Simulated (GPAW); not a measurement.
Crystal: ZrC.

```xyz
2
Lattice="0.0000 2.3650 2.3650 2.3650 0.0000 2.3650 2.3650 2.3650 0.0000" Properties=species:S:1:pos:R:3 pbc="T T T"
Zr    2.3650    2.3650    2.3650
C     0.0000    0.0000    0.0000
```

```yaml
Program: GPAW 26.7.0
Task: relaxation of cell and atoms
Functional: BLYP
Dispersion: D4
Potentials_or_basis: PAW data sets generated in the run's folder for this functional
Cutoff: 800 eV
Basis: pw
k_mesh: 10 × 10 × 10
Occupations: fermi-dirac, width 0.05 eV
Spin: no spin polarisation
```

At the start: pressure -3.7 GPa; volume 13.23 Å³/atom.

Problem. Where does the relaxation end?

Solution. Over 10 steps the energy falls by 2.4 meV/atom and the volume is 13.01 Å³/atom (-1.7 %); space group Fm-3m (No. 225, to 0.05 Å).

Step by step:
```tsv
step	energy change (eV)	largest force (eV/Å)	pressure (GPa)	volume (Å³)
1	0.0000	0.0000	-3.68	26.46
2	-0.0022	0.0000	-2.74	26.34
3	-0.0045	0.0000	-1.07	26.13
4	-0.0043	0.0000	0.94	25.89
5	-0.0044	0.0000	0.88	25.89
6	-0.0045	0.0000	0.76	25.91
7	-0.0046	0.0000	0.58	25.93
8	-0.0047	0.0000	0.37	25.95
9	-0.0048	0.0000	0.14	25.98
10	-0.0048	0.0000	-0.11	26.01
```

Final structure:
```
Zr C
1.0
     0.00000    2.35166    2.35166
     2.35166    0.00000    2.35166
     2.35166    2.35166    0.00000
Zr C
1 1
Direct
  0.50000 0.50000 0.50000
  0.00000 0.00000 0.00000
```

Caveat: later steps reuse the first step's grids; pairwise dispersion overbinds metals, which lowers pressure and volume.
